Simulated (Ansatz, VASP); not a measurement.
# InAs: VASP beside Ansatz

Aim: how closely do two programs agree when they are given the same cell, functional and k mesh? The structure shown is the start of the Ansatz relaxation below; VASP solves that cell, so the two are compared at the walk's first step.

Method: plane waves, with VASP 6.6.1 beside it; single point at LDA, in Ansatz 0.2.0.

## (1) The starting structure

It takes space group R3m (No. 160, trigonal). The conventional cell has a = 4.090 Å, b = 4.090 Å, c = 10.640 Å, α = 90.00°, β = 90.00°, γ = 120.00°. As has 4 In at 2.54 to 2.60 Å nearest. Nearest to In lie 4 As at 2.54 to 2.60 Å. Farther neighbours are not listed.

## (2) Ansatz: relaxation, LDA

Ansatz runs on its PAW soft_1 files.

The two programs are compared at the cell with which this relaxation starts, whose forces are those of its first step.

Input file input.yaml:

```yaml
crystal:
  lattice:
    - [0.1194497624, 3.0117274265, 3.0117274265]
    - [3.0117274265, 0.1194497624, 3.0117274265]
    - [3.0117274265, 3.0117274265, 0.1194497624]
  atoms:
    - { symbol: As, position: [0.7529140406, 0.7529140406, 0.7529140406] }
    - { symbol: In, position: [-0.0029140406, -0.0029140406, -0.0029140406] }
  conventional_axes: [[-1, 1, 0], [0, -1, 1], [1, 1, 1]]
kpoints:
  mp_grid: { grid: [12, 12, 12], shift: [0.5, 0.5, 0.5] }
hamiltonian:
  xc: lda
  pseudopotentials: { kind: paw, azcp: { folder: soft_1 }, xc_functional: pbe }
scf:
  occupations: { method: gaussian, width: 0.015 }
output:
  forces: true
  stress: true
  eigenvalues: true
relax:
  adjacent_minimum: "off"
  f_tol: 0.001
  max_steps: 60
  cell: { stress_tol: 0.01, fix: [a, b, angles] }
```

The run is started by

```sh
$ ansatz run input.yaml --threads 4 --pin off --max-ram 10240MiB --backend cpu --events-out ev --progress --plain --runs-dir out
```

Numbers of over 12 decimals in the logs are rounded to 6 here.

What it wrote:

```text
Engine: ansatz 0.2.0, aarch64-unknown-linux-gnu
Pseudopotentials: kind: paw
Pseudopotential: As, paw, valence charge 15, recommended cutoff 420 eV (normal), soft_1/As.paw.azcp
Pseudopotential: In, paw, valence charge 13, recommended cutoff 420 eV (normal), soft_1/In.paw.azcp
Functional definition: SPW92
  exchange = slater_x
  correlation = pw_c
Crystal: 2 atoms, lattice volume = 51.387 Å³
Basis set: ecut = 420 eV, 983 PW (Γ)
Bands: 18, of which v1, the nominal top of the filled ones, is band 14 counted from 1 (13 counted from 0)
Symmetry: 6 space group operations
Space group: R3m (ITA 160), of the structure as read, at distance tolerance 3.7e-5 Å
k-points: 182 of 1728 (time reversal used)
Non-local potential: As, projectors of the file, l = 0: 2, l = 1: 2, l = 2: 3, l = 3: 1
Non-local potential: In, projectors of the file, l = 0: 2, l = 1: 2, l = 2: 2, l = 3: 1
PAW form: soft (Blöchl's): semilocal exchange-correlation on the pseudo side does not see the compensation charge
PAW frozen core: As, regenerated for the run's functional, and the local potential with it (the file was generated under x = pbe(κ = 0.804, μ = 0.219515), c = pbe(β = 0.066725))
PAW frozen core: In, regenerated for the run's functional, and the local potential with it (the file was generated under x = pbe(κ = 0.804, μ = 0.219515), c = pbe(β = 0.066725))
PAW one-centre angular grid: As, 590 points (default); XC on 64 Gauss nodes
PAW one-centre angular grid: In, 590 points (default); XC on 64 Gauss nodes
Initial density: superposition of atomic densities (chi_scale 0.1, normalization cell, long waves kept (reshape's long-wave potential 0.00 eV rms))
Initial wavefunctions: pseudopotential atomic-orbital guess
Functional: x = slater, c = lda
SCF iter   1: F=—  HF=-10231.370900 eV  |F-HF|=—  |Δ(HF+E_count)|=         —  Δρ=3.02e-2  dr2=4.28e-1  ethr=3.10e-3  ⟨swp⟩=6.0  Hψ=16697  notcnv=0
preconditioner: auto → none  [insulator: Δε(μ)=0.395 eV  Ē_g=14.981 eV  σ=0.015 eV  W_gap=1.00  n_scr=14 (ndim 8)  ℏωp=22.0 eV  f_vac=0.001  D(μ)=0.00/eV (n_scr^D=0)  ε∞_Penn≈3.2]
SCF iter   2: F=—  HF=-10231.246430 eV  |F-HF|=—  |Δ(HF+E_count)|=   1.24e-1  Δρ=1.34e-2  dr2=6.68e-2  ethr=1.53e-3  ⟨swp⟩=2.0  Hψ=5460  notcnv=0
SCF iter   3: F=—  HF=-10231.231410 eV  |F-HF|=—  |Δ(HF+E_count)|=   1.50e-2  Δρ=2.75e-3  dr2=7.64e-3  ethr=2.38e-4  ⟨swp⟩=2.4  Hψ=6659  notcnv=0
SCF iter   4: F=—  HF=-10231.227975 eV  |F-HF|=—  |Δ(HF+E_count)|=   3.43e-3  Δρ=7.79e-4  dr2=1.49e-4  ethr=2.73e-5  ⟨swp⟩=3.0  Hψ=7195  notcnv=0
SCF iter   5: F=—  HF=-10231.228002 eV  |F-HF|=—  |Δ(HF+E_count)|=   2.69e-5  Δρ=2.04e-4  dr2=7.45e-6  ethr=5.33e-7  ⟨swp⟩=3.0  Hψ=6539  notcnv=0
SCF iter   6: F=—  HF=-10231.228010 eV  |F-HF|=—  |Δ(HF+E_count)|=   7.76e-6  Δρ=4.74e-5  dr2=1.26e-6  ethr=2.66e-8  ⟨swp⟩=3.1  Hψ=5904  notcnv=0
SCF iter   7: F=-10231.228009 eV  HF=-10231.228009 eV  |F-HF|=1.20e-8  |Δ(HF+E_count)|=   5.14e-7  Δρ=6.92e-6  dr2=1.25e-8  ethr=3.57e-10  ⟨swp⟩=3.1  Hψ=14214  notcnv=0
SCF 1 converged in 7 iterations: F = -10231.228009 eV  dr2 = 1.25e-8
  greatest PAW one-centre occupation: 0.999 electrons in one spin orbital (limit 2), on the As atom at site 0 (counted from 0), in its partial waves of l = 2
relax step   1: F+E_penalty+E_count = -10231.22800926 eV  Δ(F+E_penalty+E_count) = +0.000e0 eV  max|allowed force component| = 7.876e-2 eV/Å  Δτ_max = 0.0000 Å  P = +4.325 GPa  Ω = 51.387 Å³  fix = [a, b, alpha, beta, gamma]  reactions: a +6.235, b +6.235 GPa  (7 SCF iters, dr2 threshold 1.00e-7 eV, accepted)
[...]
relax step   2: F+E_penalty+E_count = -10231.22992918 eV  Δ(F+E_penalty+E_count) = -1.920e-3 eV  max|allowed force component| = 1.887e-2 eV/Å  Δτ_max = 0.0137 Å  P = +3.568 GPa  Ω = 51.810 Å³  energy of the carried Pulay correction = -6.439e-5 eV  fix = [a, b, alpha, beta, gamma]  reactions: a +5.401, b +5.401 GPa  (5 SCF iters, dr2 threshold 2.00e-7 eV, accepted)
[...]
relax step   3: F+E_penalty+E_count = -10231.23004680 eV  Δ(F+E_penalty+E_count) = -1.176e-4 eV  max|allowed force component| = 5.415e-4 eV/Å  Δτ_max = 0.0026 Å  P = +3.702 GPa  Ω = 51.735 Å³  energy of the carried Pulay correction = -5.300e-5 eV  fix = [a, b, alpha, beta, gamma]  reactions: a +5.553, b +5.553 GPa  (4 SCF iters, dr2 threshold 2.42e-8 eV, accepted)
[...]
relax step   4: F+E_penalty+E_count = -10231.23010215 eV  Δ(F+E_penalty+E_count) = -5.535e-5 eV  max|allowed force component| = 5.206e-4 eV/Å  Δτ_max = 0.0000 Å  P = +3.703 GPa  Ω = 51.735 Å³  fix = [a, b, alpha, beta, gamma]  reactions: a +5.553, b +5.553 GPa  stress off target by 1.71e-3 GPa on what of the cell is left free  SCF on the basis re-selected at this cell (its energy is not comparable with the rows above)  (6 SCF iters)
basis re-selected at this cell: Δ(F+E_penalty+E_count) = -5.535e-5 eV, ΔP = +0.000 GPa vs the last step (what re-selecting the basis moved, of the pressure what is left beyond the Pulay correction that the steps carried, after the strain that the cell walked since its last selection, with what the two solves' SCF thresholds leave and, on support functions, any second-order correction that the steps lacked; it is no m [...]
SCF converged after 6 iterations
Free energy (F): -10231.230102 eV
Harris-Foulkes:  -10231.230102 eV  (|F-HF|=0.00e0)
Internal energy: -10231.230102 eV  (E = F + TS)
E sigma→0 (E₀):  -10231.230102 eV
Fermi energy:    8.518730 eV
--- Per-component energies (eV) ---
  E_band       = -305.612050
  E_kinetic    = 320.435869
  E_local      = -3393.179923  (includes V_loc(G=0)·N_el)
  E_nonlocal   = -59.380728
  E_hartree    = 1694.900130
  E_xc         = -213.214152
  E_vxc        = -165.807093  (∫ρ·V_xc dr)
  E_paw        = -6001.986516  (= ΣΔE_a)
  E_vpaw       = -397.480484  (= ΣTr[D̂ρ^β])
  E_aug_tail   = 0.000051  (compensation charges beyond the density's cutoff)
  E_ewald      = -2581.164595
  E_core_change = 2.359764  (= ΣΔE_core)
  E_smearing   = -0.000000  (= −TS)
  E_closure    = 0.000000  (closes the sum)
  Σ components = -10231.230102   (vs F -10231.230102, Δ=0.00e0)
--- Forces (eV/Å), atoms counted from 1 ---
  atom   1  As     0.00052060     0.00052060     0.00052060
  atom   2  In    -0.00052054    -0.00052054    -0.00052054
  max |Σ_I F_I| component: 6.11e-8 eV/Å
--- Stress (GPa, compression-positive) ---
        3.702675      -1.850482      -1.850482
       -1.850482       3.702675      -1.850482
       -1.850482      -1.850482       3.702675
  P = ⅓ Tr σ = 3.7027 GPa (37.027 kbar)
--- Band table (eV; the first three rows and the last of 182) ---
  k-point 0: bands = [... 10 lower, -4.0894, 7.2876, 8.4389, 8.4389, 8.5975, 11.8403, 12.4224, 12.4224]
  k-point 1: bands = [... 10 lower, -3.9795, 6.5768, 7.8147, 8.3719, 9.3491, 12.0747, 12.5056, 12.5367]
  k-point 2: bands = [... 10 lower, -3.7108, 5.4748, 7.3089, 8.1259, 9.6477, 12.5960, 12.7532, 12.8885]
  k-point 181: bands = [... 10 lower, -2.5824, 1.9365, 6.8855, 7.3795, 10.3643, 13.0069, 13.4950, 15.3285]
--- Relaxed structure (3 steps of the walk, 3 accepted, 1 SCFs on fresh bases) ---
  F+E_penalty+E_count = -10231.23010215 eV   max|allowed force component| = 5.206e-4 eV/Å   (the final SCF, on the basis selected at the relaxed cell)
  cell:  # Å, volume = 51.7348 Å³
    - [0.133308, 3.025586, 3.025586]
    - [3.025586, 0.133308, 3.025586]
    - [3.025586, 3.025586, 0.133308]
  atoms:
    - { symbol: As, position: [0.753961, 0.753961, 0.753961] }
    - { symbol: In, position: [-0.00396074, -0.00396074, -0.00396074] }
```

(Continued in part 2 of 4.)

[Lines on the potential files, build, host, timing and source positions are cut from VASP's logs without a mark.]

[Logs are printed without paths, hosts, clocks, repeated set-up lines and the standing remarks that a program may print on its own settings, such as how far it seeks lower states.]

[Hosts, paths, dates, database ids (printed as entryN), source tags and the programs' standing remarks are cut or masked in the printed files.]
